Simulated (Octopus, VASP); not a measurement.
This is a calculation of TiCo for Octopus 16.4. The cell comes from a database or a generator and needn't be the stable form of this composition.

The input inp:

```
CalculationMode = gs
UnitsOutput = eV_Angstrom
PeriodicDimensions = 3
ExperimentalFeatures = yes
PseudopotentialSet = pseudodojo_pbesol
%LatticeParameters
 1*angstrom | 1*angstrom | 1*angstrom
%
%LatticeVectors
 2.98611099 | 0 | 0
 0 | 2.98611099 | 0
 0 | 0 | 2.98611099
%
%ReducedCoordinates
 "Co" | 0.5 | 0.5 | 0.5
 "Ti" | 0 | 0 | 0
%
%Spacing
 0.11059670*angstrom | 0.11059670*angstrom | 0.11059670*angstrom
%
DerivativesOrder = 8
%KPointsGrid
 9 | 9 | 9
%
KPointsUseSymmetries = yes
XCFunctional = gga_x_pbe_sol + gga_c_pbe_sol
SpinComponents = polarized
KPointsUseTimeReversal = no
GuessMagnetDensity = user_defined
%AtomsMagnetDirection
 2.0
 1.0
%
SmearingFunction = fermi_dirac
Smearing = 0.05*eV
ExtraStates = 12
Eigensolver = chebyshev_filter
ConvRelDens = 3e-7
MaximumIter = 120
%Output
 density | cube
 elf | cube
 potential | cube
%
```

Potentials or basis: pseudodojo_pbesol (PseudoDojo 0.4, PBEsol).

Run with:

```console
$ OMP_NUM_THREADS=1 octopus > out.log
```

**Question.** Set up the same calculation for VASP 6.6.1. Potentials or basis there: PBE PAW files Co, Ti_sv, 520 eV.

**Answer.** As run (cutoffs and basis follow the program's own potentials, and thresholds, step limits or extra output files can differ):

The input INCAR:

```
  PREC = Accurate
  ENCUT = 520
  EDIFF = 1E-7
  ISMEAR = -1
  SIGMA = 0.05
  LREAL = F
  LASPH = T
  NELM = 100
  ALGO = Normal
  ISIF = 2
  LWAVE = F
  LCHARG = F
  ISPIN = 2
  MAGMOM = 2 1
  LORBIT = 11
  LMAXMIX = 4
  GGA = PS
  NBANDS = 22
```

The input KPOINTS:

```
regular mesh
0
Gamma
  9 9 9
```

The input POSCAR:

```
TiCo
1.0
    2.9861109900      0.0000000000      0.0000000000
    0.0000000000      2.9861109900      0.0000000000
    0.0000000000      0.0000000000      2.9861109900
Co Ti
1 1
Direct
    0.5000000000      0.5000000000      0.5000000000
    0.0000000000      0.0000000000      0.0000000000
```

Potentials or basis: VASP PAW PBE potentials, release 64 (Co, Ti_sv).

The run is started by

```bash
$ cat potpaw_PBE.64/Co/POTCAR potpaw_PBE.64/Ti_sv/POTCAR > POTCAR
$ mpirun -np 1 vasp_std > vasp.out
```

Both were run:

|  | Octopus | VASP |
| --- | --- | --- |
| Net moment | 0.69 μB per cell | 0.67 μB per cell |

The potentials hold 29 and 21 valence electrons a cell.

VASP's potentials were made for PBE.

The magnetic state is the one that the start led to; the real crystal's order can differ.
